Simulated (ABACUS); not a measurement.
**Sb in ABACUS: the effect of exact exchange share**

Crystal: Sb.

```
Sb
1.0
     2.15420    1.24373    3.75800
    -2.15420    1.24373    3.75800
     0.00000   -2.48746    3.75800
Sb
2
Cartesian
  0.0000 0.0000 8.6416
  0.0000 0.0000 2.6324
```

Alike in all runs:

| Property | Result |
| --- | --- |
| Program | ABACUS 3.10.1 |
| Task | single point |
| Potentials or basis | SG15 ONCV 1.2 PBE |
| Cutoff | 1361 eV |
| Density cutoff | 5442 eV |
| Basis | DZP LCAO (the cutoffs set its grid) |
| k mesh | 4 × 4 × 4 |
| Occupations | fermi-dirac, width 0.05 eV |
| Spin | no spin polarisation |

Task: One run gave: gap on the mesh 0.22 eV. Which exact exchange share did it use?
A. 0.4
B. 0.1
C. 0.25

Result: B.

| exact exchange share | functional | gap on the mesh (eV) |
| --- | --- | --- |
| 0.1 | HSE-type (share 0.1, screening 0.11/bohr) | 0.22 |
| 0.25 | HSE-type (share 0.25, screening 0.11/bohr) | 0.35 |
| 0.4 | HSE-type (share 0.4, screening 0.11/bohr) | 0.42 |

Caveats: all runs use coarse meshes; the atomic orbitals were generated for these runs and aren't a published set; gaps of hybrids in this basis differ from plane-wave ones by up to 0.1 eV; spin-orbit coupling is left out, which moves the levels of the heavy elements; the basis of atomic orbitals isn't converged, which shifts pressures, moduli and gaps.

A k mesh can miss the band edges.

Runs at the PBE level aren't shown here.
